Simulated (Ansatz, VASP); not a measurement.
## Two plane-wave programs on BeTe

File INCAR:

```
SYSTEM = BeTe
PREC     = Accurate       ! precision mode
ENCUT    = 520            ! plane-wave cutoff, eV
EDIFF    = 1E-7           ! SCF threshold, eV
ISMEAR   = -1             ! smearing method
SIGMA    = 0.05           ! smearing width, eV
LREAL    = .False.        ! projectors in reciprocal space
LASPH    = .True.         ! aspherical terms in the spheres
NELM     = 60             ! most SCF steps
ALGO     = Normal         ! electronic algorithm
ISIF     = 2              ! what is computed and relaxed
LWAVE    = .False.        ! write WAVECAR
LCHARG   = .False.        ! write CHGCAR
GGA      = PE             ! functional
NBANDS   = 11             ! bands
```

The input KPOINTS:

```
regular mesh
0
Gamma
  9 9 9
  0 0 0
```

File POSCAR:

```
BeTe
1.0
    0.0000000000      2.6980609147      2.6980609147
    2.6980609147      0.0000000000      2.6980609147
    2.6980609147      2.6980609147      0.0000000000
Be Te
1 1
Direct
    0.5000000000      0.5000000000      0.5000000000
    0.0000000000      0.0000000000      0.0000000000
```

Contents of input.yaml:

```yaml
crystal:
  lattice:
    - [0.0, 2.6980609147, 2.6980609147]
    - [2.6980609147, 0.0, 2.6980609147]
    - [2.6980609147, 2.6980609147, 0.0]
  atoms:
    - { symbol: Be, position: [0.5, 0.5, 0.5] }
    - { symbol: Te, position: [0.0, 0.0, 0.0] }
hamiltonian:
  xc: pbe
  pseudopotentials: { kind: paw }
kpoints:
  mp_grid: { grid: [9, 9, 9] }
scf:
  occupations: { method: fermi_dirac, width: 0.05 }
output:
  forces: true
  stress: true
  eigenvalues: true
  write_density: true
  write_potential: true
  elf: true
  volumetric_format: npy
```

Change from the starting cell: volume scaled by 1.02.

Alike in both runs: task single point; functional PBE; k mesh 9 × 9 × 9; occupations fermi-dirac, width 0.05 eV; no spin polarisation.

```csv
,VASP,Ansatz
version,VASP 6.6.1,Ansatz 0.2.0
potentials or method,"VASP PAW PBE potentials, release 64 (Be, Te)",Ansatz PAW
plane-wave cutoff (eV),520,420
valence electrons in the cell,8,18
```

Ansatz gave:

```
gap on the k mesh at the Fermi level (eV) : none
pressure (GPa)                            : -1.4
```

Task: What did VASP give for the same quantities?

Result: gap on the k mesh at the Fermi level (eV): none; pressure (GPa): -1.3.

A gap of «none» marks a metal or a gap that the smearing closes. The two sets of potentials don't hold the same shells in valence.

Spin-orbit coupling is left out, which matters for the levels of Te.
